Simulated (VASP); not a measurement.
# Co in VASP: relaxation of the atoms with PBE+D3(BJ)

Aim: the relaxation of the atoms of Co with PBE+D3(BJ).

All numbers are computed with VASP 6.6.1; they aren't measurements. Logs are shortened: lines on timing, memory, paths and dates and some standing lists are left out, and cuts for length are marked.

## Step 1: The cell of the first run

The cell holds a slab with vacuum, 7 atoms: a = 2.540 Å, b = 2.540 Å, c = 25.774 Å, α = 90.00°, β = 90.00°, γ = 90.00°.

The slab is cut from a database's or a generator's crystal, which needn't be the stable form of the element.

## Step 2: Relaxation of the atoms, PBE+D3(BJ), collinear spin, ferromagnetic start (the (1 0 0) slab of Co, cut from the database cell, not relaxed)

Contents of INCAR:

```
SYSTEM = Co
  PREC = Accurate
  ENCUT = 520
  EDIFF = 1E-6
  ISMEAR = 0
  SIGMA = 0.05
  LREAL = .FALSE.
  LASPH = .TRUE.
  NELM = 120
  ALGO = Normal
  ISIF = 2
  LWAVE = .FALSE.
  LCHARG = .FALSE.
  ISPIN = 2
  MAGMOM = 2 2 2 2 2 2 2
  LORBIT = 11
  LMAXMIX = 4
  LDIPOL = .TRUE.
  IDIPOL = 3
  DIPOL = 0.5 0.5 0.500
  GGA = PE
  IVDW = 12
  IBRION = 2
  NSW = 60
  EDIFFG = -0.01
```

Contents of KPOINTS:

```
Automatic mesh
0
G
  7 7 1
  0 0 0
```

Contents of POSCAR:

```
Co
1.0
    2.5395032940      0.0000000000      0.0000000000
    0.0000000000      2.5395032940      0.0000000000
    0.0000000000      0.0000000000     25.7742000000
Co
7
Selective dynamics
Direct
    0.5000000000      0.5000000000      0.2909886631  F F F
    0.0000000000      0.0000000000      0.3606591087  F F F
    0.5000000000      0.5000000000      0.4303295544  F F F
    0.0000000000      0.0000000000      0.5000000000  T T T
    0.5000000000      0.5000000000      0.5696704456  T T T
    0.0000000000      0.0000000000      0.6393408913  T T T
    0.5000000000      0.5000000000      0.7090113369  T T T
```

Potentials or basis: VASP PAW PBE potentials, release 64 (Co).

On the command line:

```bash
> cat potpaw_PBE.64/Co/POTCAR > POTCAR
> mpirun -np 1 vasp_std > vasp.out
```

OUTCAR:

```text
SYSTEM = Co
   PREC = Accurate
   ENCUT = 520
   EDIFF = 1E-6
   ISMEAR = 0
   LREAL = .FALSE.
   LASPH = .TRUE.
   NELM = 120
   ISIF = 2
   ISPIN = 2
   LORBIT = 11
   GGA = PE
   IVDW = 12
   IBRION = 2
   NSW = 60
   EDIFFG = -0.01
 IVDW          = 12

 ion  position               nearest neighbor table
   1  0.500  0.500  0.291-   2 2.54   2 2.54   2 2.54   2 2.54
   2  0.000  0.000  0.361-   1 2.54   1 2.54   1 2.54   1 2.54   3 2.54   3 2.54   3 2.54   3 2.54

   3  0.500  0.500  0.430-   4 2.54   4 2.54   4 2.54   4 2.54   2 2.54   2 2.54   2 2.54   2 2.54

   4  0.000  0.000  0.500-   3 2.54   5 2.54   3 2.54   5 2.54   3 2.54   5 2.54   3 2.54   5 2.54

   5  0.500  0.500  0.570-   4 2.54   4 2.54   4 2.54   4 2.54   6 2.54   6 2.54   6 2.54   6 2.54

   6  0.000  0.000  0.639-   7 2.54   7 2.54   7 2.54   7 2.54   5 2.54   5 2.54   5 2.54   5 2.54

   7  0.500  0.500  0.709-   6 2.54   6 2.54   6 2.54   6 2.54

  LATTYP: Found a simple tetragonal cell.
 ALAT       =     2.5395032940
 C/A-ratio  =    10.1493075677

  Lattice vectors:

 A1 = (   2.5395032940,   0.0000000000,   0.0000000000)
 A2 = (   0.0000000000,   2.5395032940,   0.0000000000)
 A3 = (   0.0000000000,   0.0000000000,  25.7742000000)

Analysis of symmetry for initial positions (statically):
=====================================================================
 Subroutine PRICEL returns:
 Original cell was already a primitive cell.

 Routine SETGRP: Setting up the symmetry group for a
 simple tetragonal supercell.

 Subroutine GETGRP returns: Found 16 space group operations
 (whereof 16 operations were pure point group operations)
 out of a pool of 16 trial point group operations.

The static configuration has the point symmetry D_4h.

Analysis of symmetry for dynamics (positions and initial velocities):
=====================================================================
 Subroutine PRICEL returns:
 Original cell was already a primitive cell.

 Routine SETGRP: Setting up the symmetry group for a
 simple tetragonal supercell.

 Subroutine GETGRP returns: Found 16 space group operations
 (whereof 16 operations were pure point group operations)
 out of a pool of 16 trial point group operations.

The dynamic configuration has the point symmetry D_4h.

Analysis of constrained symmetry for selective dynamics:
=====================================================================
 Subroutine PRICEL returns:
 Original cell was already a primitive cell.

 Routine SETGRP: Setting up the symmetry group for a
 simple tetragonal supercell.

 Subroutine GETGRP returns: Found  8 space group operations
 (whereof  8 operations were pure point group operations)
 out of a pool of 16 trial point group operations.

The constrained configuration has the point symmetry C_4v.

Analysis of structural, dynamic, and magnetic symmetry:
=====================================================================
 Subroutine PRICEL returns:
 Original cell was already a primitive cell.

 Routine SETGRP: Setting up the symmetry group for a
 simple tetragonal supercell.

 Subroutine GETGRP returns: Found  8 space group operations
 (whereof  8 operations were pure point group operations)
 out of a pool of 16 trial point group operations.

The overall configuration has the point symmetry C_4v.

 Subroutine INISYM returns: Found  8 space group operations
 (whereof  8 operations are pure point group operations),
 and found     1 'primitive' translations

----------------------------------------------------------------------------------------

                                     Primitive cell

  volume of cell :     166.2198

  direct lattice vectors                    reciprocal lattice vectors
     2.539503294  0.000000000  0.000000000     0.393777792  0.000000000  0.000000000
     0.000000000  2.539503294  0.000000000     0.000000000  0.393777792  0.000000000
     0.000000000  0.000000000 25.774200000     0.000000000  0.000000000  0.038798488

  length of vectors
     2.539503294  2.539503294 25.774200000     0.393777792  0.393777792  0.038798488

  position of ions in fractional coordinates (direct lattice)
[... 58 lines left out ...]
   total plane-waves  NPLWV =  76800
   dimension x,y,z NGX =    20 NGY =   20 NGZ =  192
   dimension x,y,z NGXF=    40 NGYF=   40 NGZF=  384
   ions per type =               7
   NGX,Y,Z   is equivalent  to a cutoff of  13.09, 13.09, 12.38 a.u.
   NGXF,Y,Z  is equivalent  to a cutoff of  26.19, 26.19, 24.77 a.u.
 SYSTEM =  Co
   PREC   = accura    normal or accurate (medium, high low for compatibility)
   ISTART =      0    job   : 0-new  1-cont  2-samecut
   ICHARG =      2    charge: 1-file 2-atom 10-const
   ISPIN  =      2    spin polarized calculation?
   LNONCOLLINEAR =      F non collinear calculations
   LSORBIT =      F    spin-orbit coupling
   LASPH  =      T    aspherical Exc in radial PAW
   ENCUT  =  520.0 eV  38.22 Ry    6.18 a.u.   4.72  4.72 47.92*2*pi/ulx,y,z
   NELM   =    120;   NELMIN=  2; NELMDL= -5     # of ELM steps
   EDIFF  = 0.1E-05   stopping-criterion for ELM
   LREAL  =      F    real-space projection
   EDIFFG = -.1E-01   stopping-criterion for IOM
   NSW    =     60    number of steps for IOM
   IBRION =      2    ionic relax: 0-MD 1-quasi-New 2-CG
   NFREE  =      1    steps in history (QN), initial steepest desc. (CG)
   ISIF   =      2    stress and relaxation
   ISYM   =      2    0-nonsym 1-usesym 2-fastsym
   POTIM  = 0.5000    time-step for ionic-motion
   TEBEG  =    0.0;   TEEND  =   0.0 temperature during run
   PSTRESS=    0.0 pullay stress
   NELECT =      63.0000    total number of electrons
   NUPDOWN=      -1.0000    fix difference up-down
   EMIN   =  10.00;   EMAX   =-10.00  energy-range for DOS
   EFERMI =   0.00;   METHOD = LEGACY
   ISMEAR =     0;   SIGMA  =   0.05  broadening in eV -4-tet -1-fermi 0-gaus
   EFERMI_NEDOS =   21; number of points for ismear=-14 and -15
   IALGO  =     38    algorithm
   IMIX   =      4    mixing-type and parameters
     AMIX     =   0.40;   BMIX     =  1.00
     AMIX_MAG =   1.60;   BMIX_MAG =  1.00
  volume/ion in A,a.u.               =      23.75       160.24
  Fermi-wavevector in a.u.,A,eV,Ry     =   1.184752  2.238857 19.097643  1.403637
  Thomas-Fermi vector in A             =   2.320960
   LORBIT       =     11    0 simple, 1 ext, 2 COOP (PROOUT), +10 PAW based schemes
   GGA     = PE    functional components
   LHFCALC =     F    Hartree Fock is set to
   AEXX    =    0.0000 exact exchange contribution
   IVDW    =    12    specifies the selected vdW correction
   LEPSILON=     F    determine dielectric tensor
   LRPA    =     F    only Hartree local field effects (RPA)
 conjugate gradient relaxation of ions
 spin polarized calculation
 Gauss-broadening in eV      SIGMA  =   0.05
  energy-cutoff  :      520.00
  volume of cell :      166.22
 maximum number of plane-waves:      4523
 NGX is ok and might be reduce to    20
   NGX =  9   NGY =  9   NGZ = 95

--------------------------------------- Ionic step        1  -------------------------------------------

 number of electron      63.0000022 magnetization      12.4807320

 Free energy of the ion-electron system (eV)
  ---------------------------------------------------
  ext. energy  EPLUGINS =         0.00000000
  ---------------------------------------------------
  free energy    TOTEN  =       -46.84664827 eV

  energy without entropy =      -46.83207658  energy(sigma->0) =      -46.83936242

------------------------ aborting loop because EDIFF is reached ----------------------------------------

 Edisp (eV)   -2.22917

 E8    (eV) :    -1.0012
[... 124 lines left out ...]
  energy  without entropy=      -49.1386718167  energy(sigma->0) =      -49.14453435

 vacuum level on the upper side and lower side of the slab       (xc-potential included)        -0.031         0.060

[... ionic steps 4 to 14 ...]

--------------------------------------- Ionic step       15  -------------------------------------------

 number of electron      63.0000013 magnetization      12.1491727

------------------------ aborting loop because EDIFF is reached ----------------------------------------
[... 81 lines left out ...]
  FREE ENERGIE OF THE ION-ELECTRON SYSTEM (eV)
  ---------------------------------------------------
  free  energy   TOTEN  =       -49.2850089478 eV

  energy  without entropy=      -49.2711272486  energy(sigma->0) =      -49.27806810

 dipolmoment           0.000000      0.000000      0.000283 electrons x Angstroem

--------------------------------------- Ionic step       17  -------------------------------------------

 number of electron      63.0000013 magnetization      12.1564699

 dipolmoment           0.000000      0.000000     -0.001365 electrons x Angstroem

 Free energy of the ion-electron system (eV)
  ---------------------------------------------------
  ext. energy  EPLUGINS =         0.00000000
  ---------------------------------------------------
  free energy    TOTEN  =       -46.95898478 eV

  energy without entropy =      -46.94509631  energy(sigma->0) =      -46.95204054

 E-fermi :   2.3663     XC(G=0):  -6.9743

 val. band max:        2.3600844549   @ k =   0.4286   0.2857   0.0000
 cond. band min:       2.3804565199   @ k =   0.1429   0.1429   0.0000
 fundamental gap:      0.0203720650
 Fermi energy:         2.3662945645

 spin component 1

 k-point     1 :       0.0000    0.0000    0.0000
  band No.  band energies     occupation
      1      -6.3964      1.00000
      2      -5.6022      1.00000
      3      -4.5959      1.00000
      4      -3.4211      1.00000
      5      -2.9173      1.00000
      6      -2.7735      1.00000
[... 449 lines left out ...]
     42       8.2940      0.00000
     43       9.4445      0.00000
 Fermi energy:         2.3662945645

 spin component 2

 k-point     1 :       0.0000    0.0000    0.0000
  band No.  band energies     occupation
      1      -6.3612      1.00000
      2      -5.5557      1.00000
      3      -4.5173      1.00000
      4      -3.1866      1.00000
      5      -2.0748      1.00000
      6      -1.6348      1.00000
[... 449 lines left out ...]
     42       8.7865      0.00000
     43      10.0338      0.00000
 [bands above 43 left out]

------------------------ aborting loop because EDIFF is reached ----------------------------------------

 vacuum level on the upper side and lower side of the slab       (xc-potential included)         0.037         0.073

 Edisp (eV)   -2.32617
[... 32 lines left out ...]
  FREE ENERGIE OF THE ION-ELECTRON SYSTEM (eV)
  ---------------------------------------------------
  free  energy   TOTEN  =       -49.2851505143 eV

  energy  without entropy=      -49.2712620460  energy(sigma->0) =      -49.27820628

 reached required accuracy - stopping structural energy minimisation

 vacuum level on the upper side and lower side of the slab         6.806         6.872

 total charge

# of ion       s       p       d       tot
------------------------------------------
    1        0.444   0.331   7.191   7.966
    2        0.462   0.472   7.213   8.146
    3        0.481   0.507   7.237   8.224
    4        0.496   0.535   7.263   8.295
    5        0.491   0.527   7.252   8.271
    6        0.497   0.541   7.265   8.302
    7        0.472   0.374   7.233   8.079
--------------------------------------------------
tot          3.342   3.286  50.654  57.282

 magnetization (x)

# of ion       s       p       d       tot
------------------------------------------
    1       -0.000  -0.027   1.928   1.901
    2       -0.010  -0.043   1.803   1.750
    3       -0.010  -0.046   1.764   1.708
    4       -0.014  -0.050   1.730   1.666
    5       -0.010  -0.043   1.749   1.696
    6       -0.012  -0.046   1.737   1.679
    7       -0.002  -0.023   1.878   1.853
--------------------------------------------------
tot         -0.057  -0.278  12.587  12.252
```

It took 66 min on 1 thread of Intel Xeon Platinum 8559C (Emerald Rapids), shared host; peak memory 0.4 GiB.

Results:

```yaml
Free_energy: -49.2852 eV
Energy_gained_by_relaxing: 29.9 meV/atom
Ionic_steps: 17
Band_gap_on_the_k_mesh: none (metal or under the smearing width)
Net_moment: 12.16 μB per cell
Site_moments: Co +1.90, +1.75, +1.71, +1.67, +1.70, +1.68, +1.85 μB
Valence_electrons_inside_the_program's_atomic_spheres: Co 7.97, 8.15, 8.22, 8.29, 8.27, 8.30, 8.08
Dispersion_energy_per_atom: -0.332 eV
```

The path:
| step | energy change (eV) | largest force (eV/Å) | pressure (GPa) |
| --- | --- | --- | --- |
| 1 | 0.0000 | 0.8661 | -8.33 |
| 2 | -0.0355 | 0.8684 | -8.06 |
| 3 | -0.0746 | 0.8646 | -7.24 |
| 4 | -0.0921 | 0.8640 | -7.04 |
| 5 | -0.1305 | 0.8619 | -6.40 |
| 6 | -0.1331 | 0.8656 | -4.94 |
| 7 | -0.1457 | 0.8620 | -5.71 |
| 8 | -0.1673 | 0.8655 | -5.50 |
| 9 | -0.1938 | 0.8712 | -4.91 |
| 10 | -0.2074 | 0.8967 | -4.75 |
| 11 | -0.2074 | 0.8954 | -4.75 |
| 12 | -0.2081 | 0.8962 | -4.69 |
| 13 | -0.2089 | 0.8980 | -4.49 |
| 14 | -0.2092 | 0.8957 | -4.41 |
| 15 | -0.2092 | 0.8966 | -4.43 |
| 16 | -0.2092 | 0.8974 | -4.45 |
| 17 | -0.2093 | 0.8973 | -4.45 |

Final structure:
```yaml
crystal:
  lattice:
    - [2.53950, 0.00000, 0.00000]
    - [0.00000, 2.53950, 0.00000]
    - [0.00000, 0.00000, 25.77420]
  atoms:
    - { symbol: Co, position: [0.50000, 0.50000, 0.29099] }
    - { symbol: Co, position: [0.00000, 0.00000, 0.36066] }
    - { symbol: Co, position: [0.50000, 0.50000, 0.43033] }
    - { symbol: Co, position: [0.00000, 0.00000, 0.49482] }
    - { symbol: Co, position: [0.50000, 0.50000, 0.55930] }
    - { symbol: Co, position: [0.00000, 0.00000, 0.62557] }
    - { symbol: Co, position: [0.50000, 0.50000, 0.68768] }
```

Levels at points of the mesh, in eV from the Fermi level:
Spin up:
| k point | band 37 | band 38 | band 39 | band 40 | band 41 | band 42 |
| --- | --- | --- | --- | --- | --- | --- |
| (0.00, 0.00, 0.00) | -0.96 | -0.93 | -0.65 | -0.65 | -0.23 | 1.10 |
Spin down:
| k point | band 23 | band 24 | band 25 | band 26 | band 27 | band 28 | band 29 | band 30 | band 31 | band 32 |
| --- | --- | --- | --- | --- | --- | --- | --- | --- | --- | --- |
| (0.00, 0.00, 0.00) | -0.11 | -0.11 | -0.05 | 0.05 | 0.14 | 0.26 | 0.41 | 0.41 | 0.42 | 0.52 |
